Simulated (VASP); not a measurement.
# Cu in VASP: relaxation of the atoms with PBE

Aim: the relaxation of the atoms of Cu with PBE.

Program: VASP 6.6.1. These are calculated values, not measurements. Logs are shortened: lines on timing, memory, paths and dates and some standing lists are left out, and cuts for length are marked.

**1. Starting point**

The cell holds a slab with vacuum, 9 atoms: a = 2.570 Å, b = 2.570 Å, c = 31.789 Å, α = 90.00°, β = 90.00°, γ = 60.00°.

The cell was built by a generator and needn't be a form met in nature.

**2. Relaxation of the atoms, PBE**

INCAR

```
PREC     = Accurate       # precision mode
ENCUT    = 520            # plane-wave cutoff, eV
EDIFF    = 1E-7           # SCF threshold, eV
ISMEAR   = 1              # smearing method
SIGMA    = 0.2            # smearing width, eV
LREAL    = False          # projectors in reciprocal space
LASPH    = True           # aspherical terms in the spheres
NELM     = 60             # most SCF steps
ALGO     = Fast           # electronic algorithm
ISIF     = 2              # what is computed and relaxed
LWAVE    = False          # write WAVECAR
LCHARG   = False          # write CHGCAR
GGA      = PE             # functional
IBRION   = 2              # ionic algorithm
NSW      = 60             # ionic steps
EDIFFG   = -0.02          # ionic threshold
KPAR     = 8
```

KPOINTS

```
Automatic mesh
0
Gamma
  18 18 1
```

POSCAR

```
Cu
1.0
    2.5703331496      0.0000000000      0.0000000000
    1.2851665748      2.2259738038      0.0000000000
    0.0000000000      0.0000000000     31.7893458280
Cu
9
Direct
    0.3333333333      0.3333333333      0.2359281012
    0.6666666667      0.6666666667      0.3019460759
    0.0000000000      0.0000000000      0.3679640506
    0.3333333333      0.3333333333      0.4339820253
    0.6666666667      0.6666666667      0.5000000000
    0.0000000000      0.0000000000      0.5660179747
    0.3333333333      0.3333333333      0.6320359494
    0.6666666667      0.6666666667      0.6980539241
    0.0000000000      0.0000000000      0.7640718988
```

Potentials or basis: VASP PAW PBE potentials, release 64 (Cu).

Run with:

```
cat potpaw_PBE.64/Cu/POTCAR > POTCAR
mpirun -np 8 vasp_std > vasp.out
```

OUTCAR:

```text
PREC = Accurate
   ENCUT = 520
   EDIFF = 1E-7
   ISMEAR = 1
   LREAL = False
   LASPH = True
   NELM = 60
   ISIF = 2
   GGA = PE
   IBRION = 2
   NSW = 60
   EDIFFG = -0.02

 ion  position               nearest neighbor table
   1  0.333  0.333  0.236-   2 2.57   2 2.57   2 2.57
   2  0.667  0.667  0.302-   1 2.57   3 2.57   1 2.57   3 2.57   3 2.57   1 2.57
   3  0.000  0.000  0.368-   4 2.57   2 2.57   4 2.57   2 2.57   4 2.57   2 2.57
   4  0.333  0.333  0.434-   3 2.57   5 2.57   5 2.57   3 2.57   3 2.57   5 2.57
   5  0.667  0.667  0.500-   4 2.57   6 2.57   4 2.57   6 2.57   6 2.57   4 2.57
   6  0.000  0.000  0.566-   7 2.57   5 2.57   7 2.57   5 2.57   7 2.57   5 2.57
   7  0.333  0.333  0.632-   6 2.57   8 2.57   8 2.57   6 2.57   6 2.57   8 2.57
   8  0.667  0.667  0.698-   9 2.57   7 2.57   7 2.57   9 2.57   9 2.57   7 2.57
   9  0.000  0.000  0.764-   8 2.57   8 2.57   8 2.57

  LATTYP: Found a hexagonal cell.
 ALAT       =     2.5703331496
 C/A-ratio  =    12.3677920243

  Lattice vectors:

 A1 = (  -1.2851665748,  -2.2259738038,   0.0000000000)
 A2 = (   2.5703331496,   0.0000000000,   0.0000000000)
 A3 = (   0.0000000000,   0.0000000000,  31.7893458280)

Analysis of symmetry for initial positions (statically):
=====================================================================
 Subroutine PRICEL returns:
 Original cell was already a primitive cell.

 Routine SETGRP: Setting up the symmetry group for a
 hexagonal supercell.

 Subroutine GETGRP returns: Found 12 space group operations
 (whereof  6 operations were pure point group operations)
 out of a pool of 24 trial point group operations.

The static configuration has the point symmetry C_3v.
 The point group associated with its full space group is D_3d.

Analysis of symmetry for dynamics (positions and initial velocities):
=====================================================================
 Subroutine PRICEL returns:
 Original cell was already a primitive cell.

 Routine SETGRP: Setting up the symmetry group for a
 hexagonal supercell.

 Subroutine GETGRP returns: Found 12 space group operations
 (whereof  6 operations were pure point group operations)
 out of a pool of 24 trial point group operations.

The dynamic configuration has the point symmetry C_3v.
 The point group associated with its full space group is D_3d.

 Subroutine INISYM returns: Found 12 space group operations
 (whereof  6 operations are pure point group operations),
 and found     1 'primitive' translations

----------------------------------------------------------------------------------------

                                     Primitive cell

  volume of cell :     181.8826

  direct lattice vectors                    reciprocal lattice vectors
     2.570333150  0.000000000  0.000000000     0.389054625 -0.224620793  0.000000000
     1.285166575  2.225973804  0.000000000     0.000000000  0.449241585  0.000000000
     0.000000000  0.000000000 31.789345828     0.000000000  0.000000000  0.031457080

  length of vectors
     2.570333150  2.570333150 31.789345828     0.449241585  0.449241585  0.031457080

  position of ions in fractional coordinates (direct lattice)
     0.333333333  0.333333333  0.235928101
     0.666666667  0.666666667  0.301946076
     0.000000000  0.000000000  0.367964051
     0.333333333  0.333333333  0.433982025
     0.666666667  0.666666667  0.500000000
     0.000000000  0.000000000  0.566017975
     0.333333333  0.333333333  0.632035949
     0.666666667  0.666666667  0.698053924
     0.000000000  0.000000000  0.764071899

  ion indices of the primitive-cell ions
   primitive index   ion index
                 1           1
                 2           2
                 3           3
                 4           4
                 5           5
                 6           6
                 7           7
                 8           8
                 9           9

----------------------------------------------------------------------------------------

 KPOINTS: Automatic mesh

Automatic generation of k-mesh.
 Grid dimensions read from file:
 generate k-points for:   18   18    1

 Generating k-lattice:

  Cartesian coordinates                     Fractional coordinates (reciprocal lattice)
     0.021614146 -0.012478933  0.000000000     0.055555556  0.000000000  0.000000000
     0.000000000  0.024957866  0.000000000     0.000000000  0.055555556  0.000000000
     0.000000000  0.000000000  0.031457080     0.000000000  0.000000000  1.000000000

  Length of vectors
     0.024957866  0.024957866  0.031457080

  Shift w.r.t. Gamma in fractional coordinates (k-lattice)
     0.000000000  0.000000000  0.000000000

 Subroutine IBZKPT returns following result:
 ===========================================

 Found     37 irreducible k-points:

 Following reciprocal coordinates:
            Coordinates               Weight
  0.000000  0.000000  0.000000      1.000000
  0.055556 -0.000000  0.000000      6.000000
  0.111111 -0.000000  0.000000      6.000000
  0.166667 -0.000000  0.000000      6.000000
  0.222222  0.000000  0.000000      6.000000
  0.277778  0.000000  0.000000      6.000000
[... 16 lines left out ...]
  0.444444  0.111111  0.000000     12.000000
  0.500000  0.111111  0.000000     12.000000
 [... further k-points ...]
   k-points           NKPTS =     37   k-points in BZ     NKDIM =     37   number of bands    NBANDS=     59
   number of dos      NEDOS =    301   number of ions     NIONS =      9
   total plane-waves  NPLWV =  96000
   dimension x,y,z NGX =    20 NGY =   20 NGZ =  240
   dimension x,y,z NGXF=    40 NGYF=   40 NGZF=  480
   ions per type =               9
   NGX,Y,Z   is equivalent  to a cutoff of  12.94, 12.94, 12.55 a.u.
   NGXF,Y,Z  is equivalent  to a cutoff of  25.87, 25.87, 25.10 a.u.
 SYSTEM =  unknown system
   PREC   = accura    normal or accurate (medium, high low for compatibility)
   ISTART =      0    job   : 0-new  1-cont  2-samecut
   ICHARG =      2    charge: 1-file 2-atom 10-const
   ISPIN  =      1    spin polarized calculation?
   LNONCOLLINEAR =      F non collinear calculations
   LSORBIT =      F    spin-orbit coupling
   LASPH  =      T    aspherical Exc in radial PAW
   ENCUT  =  520.0 eV  38.22 Ry    6.18 a.u.   4.78  4.78 59.11*2*pi/ulx,y,z
   NELM   =     60;   NELMIN=  2; NELMDL= -5     # of ELM steps
   EDIFF  = 0.1E-06   stopping-criterion for ELM
   LREAL  =      F    real-space projection
   EDIFFG = -.2E-01   stopping-criterion for IOM
   NSW    =     60    number of steps for IOM
   IBRION =      2    ionic relax: 0-MD 1-quasi-New 2-CG
   NFREE  =      1    steps in history (QN), initial steepest desc. (CG)
   ISIF   =      2    stress and relaxation
   ISYM   =      2    0-nonsym 1-usesym 2-fastsym
   POTIM  = 0.5000    time-step for ionic-motion
   TEBEG  =    0.0;   TEEND  =   0.0 temperature during run
   PSTRESS=    0.0 pullay stress
   NELECT =      99.0000    total number of electrons
   NUPDOWN=      -1.0000    fix difference up-down
   EMIN   =  10.00;   EMAX   =-10.00  energy-range for DOS
   EFERMI =   0.00;   METHOD = LEGACY
   ISMEAR =     1;   SIGMA  =   0.20  broadening in eV -4-tet -1-fermi 0-gaus
   EFERMI_NEDOS =   21; number of points for ismear=-14 and -15
   IALGO  =     68    algorithm
   IMIX   =      4    mixing-type and parameters
     AMIX     =   0.40;   BMIX     =  1.00
     AMIX_MAG =   1.60;   BMIX_MAG =  1.00
  volume/ion in A,a.u.               =      20.21       136.38
  Fermi-wavevector in a.u.,A,eV,Ry     =   1.336666  2.525932 24.309200  1.786676
  Thomas-Fermi vector in A             =   2.465275
   LORBIT       =      0    0 simple, 1 ext, 2 COOP (PROOUT), +10 PAW based schemes
   GGA     = PE    functional components
   LHFCALC =     F    Hartree Fock is set to
   AEXX    =    0.0000 exact exchange contribution
   IVDW    =     0    specifies the selected vdW correction
   LEPSILON=     F    determine dielectric tensor
   LRPA    =     F    only Hartree local field effects (RPA)
 conjugate gradient relaxation of ions
 non-spin polarized calculation
 RMM-DIIS sequential band-by-band and
 Methfessel and Paxton  Order N= 1 SIGMA  =   0.20
  energy-cutoff  :      520.00
  volume of cell :      181.88
 maximum number of plane-waves:      4944
   NGX =  9   NGY =  9   NGZ =119

--------------------------------------- Ionic step        1  -------------------------------------------

 number of electron      99.0000003 magnetization

 Free energy of the ion-electron system (eV)
  ---------------------------------------------------
  ext. energy  EPLUGINS =         0.00000000
  ---------------------------------------------------
  free energy    TOTEN  =       -32.61706763 eV

  energy without entropy =      -32.60883690  energy(sigma->0) =      -32.61432405

------------------------ aborting loop because EDIFF is reached ----------------------------------------

  FORCE on cell =-STRESS in cart. coord.  units (eV):
  Direction    XX          YY          ZZ          XY          YZ          ZX
  --------------------------------------------------------------------------------------
  -------------------------------------------------------------------------------------
  Total       -1.1562092     -1.1562092     -0.7804143      0.0000000      0.0000000     -0.0000000
  in kB      -10.1848808    -10.1848808     -6.8745578      0.0000000      0.0000000     -0.0000000
  external PRESSURE =      -9.0814398 kB  Pullay stress =       0.0000000 kB
[... 200 lines left out ...]
  energy  without entropy=      -32.6112950988  energy(sigma->0) =      -32.61649846

--------------------------------------- Ionic step        6  -------------------------------------------

 number of electron      98.9999992 magnetization

 Free energy of the ion-electron system (eV)
  ---------------------------------------------------
  ext. energy  EPLUGINS =         0.00000000
  ---------------------------------------------------
  free energy    TOTEN  =       -32.61918589 eV

  energy without entropy =      -32.61142149  energy(sigma->0) =      -32.61659776

 E-fermi :   2.4894     XC(G=0):  -8.0592

 val. band max:        2.4878709421   @ k =   0.4444   0.0556   0.0000
 cond. band min:       2.5023633828   @ k =   0.4444   0.2222   0.0000
 fundamental gap:      0.0144924407
 Fermi energy:         2.4893880233

 k-point     1 :       0.0000    0.0000    0.0000
  band No.  band energies     occupation
      1      -6.6298      2.00000
      2      -6.3461      2.00000
      3      -5.8660      2.00000
      4      -5.2031      2.00000
      5      -4.4246      2.00000
      6      -3.6270      2.00000
[... 1477 lines left out ...]
     58       8.1456      0.00000
     59       8.7352      0.00000

 [... further k-points ...]

------------------------ aborting loop because EDIFF is reached ----------------------------------------

  FORCE on cell =-STRESS in cart. coord.  units (eV):
  Direction    XX          YY          ZZ          XY          YZ          ZX
  --------------------------------------------------------------------------------------
  -------------------------------------------------------------------------------------
  Total       -0.9824431     -0.9824431     -0.4315065      0.0000000     -0.0000000      0.0000000
  in kB       -8.6541998     -8.6541998     -3.8010786      0.0000000     -0.0000000      0.0000000
  external PRESSURE =      -7.0364927 kB  Pullay stress =       0.0000000 kB
[... 24 lines left out ...]
  FREE ENERGIE OF THE ION-ELECTRON SYSTEM (eV)
  ---------------------------------------------------
  free  energy   TOTEN  =       -32.6191858890 eV

  energy  without entropy=      -32.6114214892  energy(sigma->0) =      -32.61659776

 reached required accuracy - stopping structural energy minimisation
```

Run time: 6.2 min. Hardware: 8 MPI ranks of Intel Xeon Platinum 8488C (Sapphire Rapids), shared host; peak memory 0.54 GiB.

Results:

```yaml
Free_energy: -32.6192 eV
Energy_gained_by_relaxing: 0.2 meV/atom
Ionic_steps: 6
Largest_force_after_relaxing: 0.019 eV/Å
Band_gap_on_the_k_mesh: none (metal or under the smearing width)
```

Forces on the atoms (eV/Å):
```
Cu   0.000  0.000  0.011
Cu   0.000  0.000  0.011
Cu   0.000  0.000  0.019
Cu   0.000  0.000 -0.006
Cu   0.000  0.000  0.000
Cu   0.000  0.000  0.006
Cu   0.000  0.000 -0.019
Cu   0.000  0.000 -0.011
Cu   0.000  0.000 -0.011
```

Step by step:
| step | energy change (eV) | largest force (eV/Å) | pressure (GPa) |
| --- | --- | --- | --- |
| 1 | 0.0000 | 0.0801 | -0.91 |
| 2 | -0.0007 | 0.0637 | -0.87 |
| 3 | -0.0017 | 0.0387 | -0.79 |
| 4 | -0.0017 | 0.0451 | -0.77 |
| 5 | -0.0020 | 0.0246 | -0.75 |
| 6 | -0.0021 | 0.0185 | -0.70 |

Final structure:
```yaml
crystal:
  lattice:
    - [2.57033, 0.00000, 0.00000]
    - [1.28517, 2.22597, 0.00000]
    - [0.00000, 0.00000, 31.78935]
  atoms:
    - { symbol: Cu, position: [0.33333, 0.33333, 0.23658] }
    - { symbol: Cu, position: [0.66667, 0.66667, 0.30196] }
    - { symbol: Cu, position: [0.00000, 0.00000, 0.36767] }
    - { symbol: Cu, position: [0.33333, 0.33333, 0.43378] }
    - { symbol: Cu, position: [0.66667, 0.66667, 0.50000] }
    - { symbol: Cu, position: [0.00000, 0.00000, 0.56622] }
    - { symbol: Cu, position: [0.33333, 0.33333, 0.63233] }
    - { symbol: Cu, position: [0.66667, 0.66667, 0.69804] }
    - { symbol: Cu, position: [0.00000, 0.00000, 0.76342] }
```
